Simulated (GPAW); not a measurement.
# BaTe (Fm-3m) in GPAW: notebook, part 4 of 4

GPAW 26.7.0. Earlier steps stand in the parts before.

## Step 7: Band structure, r2SCAN, spin-orbit coupling, no magnetisation

run.py

```python
import numpy as np
from ase.dft.bandgap import bandgap
from ase.io import read, write
from ase.units import GPa
from gpaw import GPAW, PW
from gpaw.spinorbit import soc_eigenstates

atoms = read('BaTe.cif')

calc = GPAW(mode=PW(600),
            xc='MGGA_X_R2SCAN+MGGA_C_R2SCAN',
            kpts={'size': (6, 6, 6), 'gamma': True},
            occupations={'name': 'fermi-dirac', 'width': 0.05},
            nbands=16,
            convergence={'density': 1e-05, 'energy': 1e-05},
            maxiter=150,
            txt='gpaw.txt')
atoms.calc = calc
energy = atoms.get_potential_energy()
forces = atoms.get_forces()
stress = atoms.get_stress()
calc.write('gs.gpw')
write('result.traj', atoms)
print(f'Energy: {energy:.6f} eV')
print('Forces (eV/A):')
print(forces.round(4))
print('Stress (GPa):', (stress / GPa).round(3))
print('Fermi level:', round(calc.get_fermi_level(), 4), 'eV')
print(f'Gap: {bandgap(calc)[0]:.4f} eV, direct: {bandgap(calc, direct=True)[0]:.4f} eV')

path = atoms.cell.bandpath('GXWKGLUWLK,UX', npoints=60, eps=1e-4)
bs_calc = calc.fixed_density(kpts=path, symmetry='off', nbands=30,
                             convergence={'bands': 'CBM+6.0', 'eigenstates': 1e-6}, txt='bands.txt')
bs = bs_calc.band_structure()
bs.write('bs.json')
print(f'Gap on the path: {bandgap(bs_calc)[0]:.4f} eV')

soc = soc_eigenstates(bs_calc, theta=54.7, phi=45, ignore_xc_potential=True)
np.savetxt('soc_bands.dat', soc.eigenvalues(), fmt='%.4f')
mesh = soc_eigenstates('gs.gpw', theta=54.7, phi=45, ignore_xc_potential=True)
np.savetxt('soc_mesh.dat', mesh.eigenvalues(), fmt='%.4f')
print('Fermi level with spin-orbit coupling:', round(mesh.fermi_level, 4), 'eV')
```

BaTe.cif

```cif
data_BaTe
_cell_length_a 4.82246825
_cell_length_b 4.82246825
_cell_length_c 4.82246825
_cell_angle_alpha 60.00000000
_cell_angle_beta 60.00000000
_cell_angle_gamma 60.00000000
_space_group_name_H-M_alt 'P1'
_space_group_name_Hall 'P 1'
_space_group_IT_number 1
loop_
_space_group_symop_operation_xyz
'x,y,z'
loop_
_atom_site_label
_atom_site_type_symbol
_atom_site_symmetry_multiplicity
_atom_site_Wyckoff_symbol
_atom_site_fract_x
_atom_site_fract_y
_atom_site_fract_z
_atom_site_occupancy
Ba1 Ba 1 a 0.0000000000 0.0000000000 0.0000000000 1
Te1 Te 1 a 0.5000000000 0.5000000000 0.5000000000 1
```

Potentials or basis: GPAW PAW data sets (gpaw-data 1.2.1), pw.

Started as:

```bash
$ OMP_NUM_THREADS=1 python run.py
```

gpaw.txt:

```text
__  _  _
 | _ |_)|_||  |
 |__||  | ||/\| - 26.7.0

Input parameters:
  mode=PW(ecut=600.0),
  convergence={'density': 1e-05, 'energy': 1e-05},
  kpts=MonkhorstPack(size=(6, 6, 6), gamma=True),
  maxiter=150,
  nbands=16,
  occupations=Occupations(name='fermi-dirac', width=0.05),
  xc=XC(name='MGGA_X_R2SCAN+MGGA_C_R2SCAN')

Diagonalizing LCAO Hamiltonian
Converting LCAO to pw mode

                     Te

       Ba

Atoms  # Å, Bohr magnetons
|   | symbol |        x |        y |        z |    initial magnetic moments |
|---|--------|----------|----------|----------|-----------------------------|
| 0 |     Ba | 0.000000 | 0.000000 | 0.000000 | ( 0.0000,  0.0000,  0.0000) |
| 1 |     Te | 4.822468 | 2.784253 | 1.968764 | ( 0.0000,  0.0000,  0.0000) |

Unit cell  # Å
| periodic |        x |        y |        z |  lengths |    angles |
|----------|----------|----------|----------|----------|-----------|
|      yes | 4.822468 | 0.000000 | 0.000000 | 4.822468 | 60.000000 |
|      yes | 2.411234 | 4.176380 | 0.000000 | 4.822468 | 60.000000 |
|      yes | 2.411234 | 1.392127 | 3.937529 | 4.822468 | 60.000000 |

Number of symmetries: 48
Symmetry operations  # r_c * U_cc + t_c -> r_c
|    | kind |            matrix            |
|----|------|------------------------------|
|  0 |  σ   |  1, 0, 0,  1, 0,-1,  1,-1, 0 |
|  1 |  C2  |  1, 0, 0,  1,-1, 0,  1, 0,-1 |
|  2 |  E   |  1, 0, 0,  0, 1, 0,  0, 0, 1 |
|  3 |  σ   |  1, 0, 0,  0, 0, 1,  0, 1, 0 |
|  4 |  C4  |  1, 0,-1,  1, 0, 0,  1,-1, 0 |
|  5 |  S6  |  1, 0,-1,  1,-1, 0,  1, 0, 0 |
|  6 |  σ   |  1, 0,-1,  0, 1,-1,  0, 0,-1 |
|  7 |  C3  |  1, 0,-1,  0, 0,-1,  0, 1,-1 |
|  8 |  S6  |  1,-1, 0,  1, 0, 0,  1, 0,-1 |
|  9 |  C4  |  1,-1, 0,  1, 0,-1,  1, 0, 0 |
[... 173 lines left out ...]
|iter:   1| |  -43.672550 | -0.11 |       |
|iter:   2| |  -39.679236 | -1.55 | -1.13 |
|iter:   3| |  -39.819304 | -1.51 | -1.13 |
|iter:   4| |  -39.571491 | -2.15 | -1.15 |
|iter:   5| |  -39.576519 | -3.22 | -1.66 |
|iter:   6| |  -39.576254 | -4.35 | -2.29 |
|iter:   7| |  -39.576353 | -5.50 | -2.82 |
|iter:   8| |  -39.576353c| -6.72 | -3.39 |
|iter:   9| |  -39.576352c| -7.02 | -3.67 |
|iter:  10| |  -39.576352c| -7.79c| -4.71 |
|iter:  11| |  -39.576352c| -8.58c| -5.31c|

Converged in 11 steps
Energy contributions relative to reference atoms: (reference = -406068.525945)

Energy contributions:
  Kinetic:           3.616823
  Coulomb:          -0.786246
  Zero:             -0.644300
  External:          0.000000
  Xc:              -41.762629
  Entropy:          -0.000000
  Spinorbit:         0.000000
  ----------------------------
  Free energy:     -39.576352
  Extrapolated:    -39.576352

dipole moment: (-58.184666, -33.592933, -23.753790)  # |e|*Ang

Fermi level: 5.998
Eigenvalues  # (at kpt = [0.000, 0.000, 0.000])
| band index |      eig [eV] | occ [0-2] |
|------------|---------------|-----------|
|          0 |       -22.397 |     2.000 |
|          1 |        -7.207 |     2.000 |
|          2 |        -7.207 |     2.000 |
|          3 |        -7.207 |     2.000 |
|          4 |        -4.822 |     2.000 |
|          5 |         5.142 |     2.000 |
[... 8 lines left out ...]
|         14 |        12.614 |     0.000 |
|         15 |        18.623 |     0.000 |

Gap: 1.705 eV
Transition (v -> c):
  (s=0, k=0, n=7, [0.00, 0.00, 0.00]) -> (s=0, k=12, n=8, [0.50, 0.50, 0.00])
Direct/indirect transitions are different
Direct gap: 2.080 eV
Transition at: (s=0, k=12, n=7, [0.50, 0.50, 0.00])

Forces  # eV/Ang
|       x |       y |       z |
|---------|---------|---------|
| 0.00000 | 0.00000 | 0.00000 |  # Ba   0
| 0.00000 | 0.00000 | 0.00000 |  # Te   1

Stress tensor  # eV/Ang^3
|         x |         y |         z |
|-----------|-----------|-----------|
| -0.026987 |  0.000000 |  0.000000 |
|  0.000000 | -0.026987 |  0.000000 |
|  0.000000 | -0.000000 | -0.026987 |

# Writing to gs.gpw (mode='')
```

stdout:

```text
Energy: -39.576352 eV
Forces (eV/A):
[[0. 0. 0.]
 [0. 0. 0.]]
Stress (GPa): [-4.324 -4.324 -4.324  0.     0.     0.   ]
Fermi level: 5.9976 eV
Gap: 1.7053 eV, direct: 2.0799 eV
Gap on the path: 1.7053 eV
Fermi level with spin-orbit coupling: 6.1444 eV
```

It took 5.6 min on 1 thread of Arm Neoverse N1, shared host; peak memory 0.48 GiB.

Results:

```yaml
Free_energy: -39.5764 eV
Pressure: 4.3 GPa
Band_gap_on_the_k_mesh: 1.39 eV, indirect (least direct gap 1.75 eV)
Band_gap_along_the_path: 1.39 eV, indirect (least direct gap 1.75 eV)
```

Levels at the corners of the path, in eV from the valence-band top:
| point | band 13 | band 14 | band 15 | band 16 | band 17 | band 18 | band 19 | band 20 |
| --- | --- | --- | --- | --- | --- | --- | --- | --- |
| Γ | 0.00 | 0.00 | 0.00 | 0.00 | 2.96 | 2.96 | 2.96 | 2.96 |
| X | -0.95 | -0.95 | -0.36 | -0.36 | 1.39 | 1.39 | 4.76 | 4.76 |
| W | -1.22 | -1.22 | -1.17 | -1.16 | 3.58 | 3.58 | 3.71 | 3.71 |
| K | -1.34 | -1.34 | -1.03 | -1.03 | 2.59 | 2.59 | 5.37 | 5.37 |
| Γ | 0.00 | 0.00 | 0.00 | 0.00 | 2.96 | 2.96 | 2.96 | 2.96 |
| L | -1.75 | -1.75 | -1.38 | -1.38 | 4.45 | 4.45 | 5.12 | 5.12 |
| U | -1.34 | -1.34 | -1.03 | -1.03 | 2.59 | 2.59 | 5.37 | 5.37 |
| W | -1.22 | -1.22 | -1.17 | -1.16 | 3.58 | 3.58 | 3.71 | 3.71 |
| L | -1.75 | -1.75 | -1.38 | -1.38 | 4.45 | 4.45 | 5.12 | 5.12 |
| K | -1.34 | -1.34 | -1.03 | -1.03 | 2.59 | 2.59 | 5.37 | 5.37 |
| U | -1.34 | -1.34 | -1.03 | -1.03 | 2.59 | 2.59 | 5.37 | 5.37 |
| X | -0.95 | -0.95 | -0.36 | -0.36 | 1.39 | 1.39 | 4.76 | 4.76 |

Caveat: spin-orbit coupling was added after a scalar SCF, so levels and gaps hold it while energy, forces, pressure and moments don't; this program's spin-orbit splittings come out too wide for heavy elements; the PAW data sets were made with another functional, which shifts forces and pressure a little.

## Step 8: Summary

```csv
task,level,potentials or basis,spin,band path,band points,data set,eigensolver,spin axis theta (degrees),gap on the mesh (eV),pressure (GPa)
equation of state,LDA,"PAW data sets generated in the run's folder for this functional, pw",off,-,-,-,-,-,-,-
equation of state,vdW-DF2,"GPAW PAW data sets (gpaw-data 1.2.1), pw",off,-,-,-,-,-,-,-
band structure,PBE,"GPAW PAW data sets (gpaw-data 1.2.1), other valence, pw",off,"GXWKGLUWLK,UX",100,Te 16,-,-,1.30,3.4
equation of state,BLYP+D3(BJ),"PAW data sets generated in the run's folder for this functional, pw",off,-,-,-,davidson,-,-,-
band structure,GLLB-SC,"the program's PAW data sets (release 1.2.1) made for this functional, pw",off,"GXWKGLUWLK,UX",60,-,-,-,2.83,-
band structure,r2SCAN,"GPAW PAW data sets (gpaw-data 1.2.1), pw","SOC, no magnetisation","GXWKGLUWLK,UX",60,-,-,54.7,1.39,4.3
```

Alike in all rows: cell as given; k mesh 6 × 6 × 6; cutoff (eV) 600; smearing fermi-dirac 0.05 eV.

Caveats: the PAW data sets were made with another functional, which shifts forces and pressure a little (some runs); spin-orbit coupling is left out, which moves the levels of the heavy elements (some runs); the GLLB-SC gap is the Kohn-Sham gap of the path plus the derivative discontinuity (some runs); a model potential gives levels but no total energy (some runs); spin-orbit coupling was added after a scalar SCF, so levels and gaps hold it while energy, forces, pressure and moments don't (some runs); this program's spin-orbit splittings come out too wide for heavy elements (some runs).

Absolute energies hang on the potentials; compare differences alone.
